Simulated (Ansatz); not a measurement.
Cd: single point with PBEsol

Crystal: Cd.

```
CELL_PARAMETERS angstrom
3.09307 0.00000 0.00000
-1.54653 2.67868 0.00000
0.00000 0.00000 10.43074
ATOMIC_POSITIONS crystal
Cd 0.68274 0.33257 0.74883
Cd 0.01517 0.01453 0.49761
Cd 0.31728 0.66692 0.24821
Cd 0.98562 0.97746 0.99753
```

The cell isn't the ideal one: atoms moved at random, drawn with an rms of 0.05 Å.

```
Program             : Ansatz 0.2.0
Task                : single point
Functional          : PBEsol
Potentials or basis : Ansatz PAW
Cutoff              : 420 eV (not typed: the program's choice for these potentials)
k mesh              : 10 × 10 × 3
Occupations         : fermi-dirac, width 0.05 eV
Spin                : no spin polarisation
```

```
Pressure               : -1.7 GPa
Largest force          : 0.040 eV/Å
Band gap on the k mesh : none (metal or under the smearing width)
```

Forces on the atoms (eV/Å):
```
Cd  -0.007 -0.004 -0.039
Cd  -0.007 -0.012  0.028
Cd   0.012 -0.003 -0.018
Cd   0.002  0.020  0.030
```

Stress tensor (GPa, compression positive):
```
-1.72  0.24  0.00
 0.24 -1.68  0.01
 0.00  0.01 -1.61
```

Levels at points of the mesh, in eV from the Fermi level:
| k point | band 38 | band 39 | band 40 | band 41 | band 42 | band 43 |
| --- | --- | --- | --- | --- | --- | --- |
| (0.00, 0.00, 0.00) | -7.42 | -7.37 | -2.78 | -1.94 | 5.38 | 5.45 |
| (0.00, -0.50, 0.00) | -2.66 | -1.83 | -1.79 | -0.61 | -0.49 | 2.67 |
| (-0.50, 0.00, 0.00) | -2.64 | -1.80 | -1.76 | -0.66 | -0.52 | 2.62 |
| (-0.50, -0.50, 0.00) | -2.67 | -1.86 | -1.83 | -0.55 | -0.45 | 2.72 |

It took 23 s on 2 threads of Arm Neoverse V1 (shared host), peak memory 0.62 GiB.

Caveat: the PAW data sets come from PBE, with cores solved anew for the run's functional, which leaves a small shift of forces and pressure.
